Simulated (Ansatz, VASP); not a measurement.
## Two plane-wave programs on Al

```
Al
1.0
    -0.02046    1.97065    2.04383
     2.00266    0.00997    2.01341
     2.05929    1.99687   -0.04667
Al
1
Cartesian
  0.0000 0.0000 0.0000
```

Change from the starting cell: cell sheared at random, sigma 0.03, atoms nudged by 0.01 Å.

Alike in both runs: task single point; functional PBE; k mesh 11 × 11 × 11; occupations fermi-dirac, width 0.05 eV; no spin polarisation.

|  | VASP | Ansatz |
| --- | --- | --- |
| version | VASP 6.6.1 | Ansatz 0.2.0 |
| potentials or method | VASP PAW PBE potentials, release 64 (Al) | Ansatz PAW |
| plane-wave cutoff (eV) | 520 | 420 |
| valence electrons in the cell | 3 | 3 |

Ansatz gave:

* gap on the k mesh at the Fermi level (eV): none
* pressure (GPa): -0.1
* largest component of the traceless stress (GPa): 1.30

Question: Estimate VASP's values.

Answer: gap on the k mesh at the Fermi level (eV): none; pressure (GPa): -0.1; largest component of the traceless stress (GPa): 1.29.

A gap of «none» marks a metal or a gap that the smearing closes.
